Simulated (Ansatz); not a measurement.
TiAl under changes of volume

One of the cells (16.653 Å³/atom); the others are scaled copies at fixed shape and fractional positions:

```
CELL_PARAMETERS angstrom
2.86726 0.00000 0.00000
-1.43363 2.48312 0.00000
0.00000 0.00000 4.67808
ATOMIC_POSITIONS crystal
Ti 0.00000 0.00000 0.00000
Al 0.33333 0.66667 0.50000
```

The cell comes from a database or a generator and needn't be the stable form of this composition.

| Item | Value |
| --- | --- |
| Program | Ansatz 0.2.0 |
| Functional | LDA |
| Potentials or basis | Ansatz PAW |
| Cutoff | 420 eV (not typed: the program's choice for these potentials) |
| k mesh | 11 × 11 × 6 |
| Occupations | fermi-dirac, width 0.05 eV |
| Spin | no spin polarisation |

| volume (Å³/atom) | energy over the lowest point (meV/atom) | pressure (GPa) |
| --- | --- | --- |
| 15.654 | 0.00 | 0.4 |
| 15.987 | 1.78 | -2.0 |
| 16.320 | 8.32 | -4.1 |
| 16.653 | 19.14 | -6.1 |
| 16.986 | 33.84 | -7.9 |
| 17.320 | 52.03 | -9.5 |
| 17.653 | ? | ? |

Task: What does the run at 17.653 Å³/atom give?

Result: Energy over the lowest point 73.39 meV/atom; pressure -10.9 GPa.

Worked out: A Birch-Murnaghan fit of order 3 (a polynomial in V^(-2/3)) to the other rows has its minimum at 15.70 Å³/atom with B0 = V·E''(V) = 118 GPa and B' = 4.1 at fixed shape and positions, which overstates the stiffness. It gives 73.30 meV/atom at 17.653 Å³/atom, against the run's 73.39, and -dE/dV = -10.9 GPa, against -10.9.

Energies are extrapolated to zero smearing.

Caveats: the PAW data sets come from PBE, with cores solved anew for the run's functional, which leaves a small shift of forces and pressure.
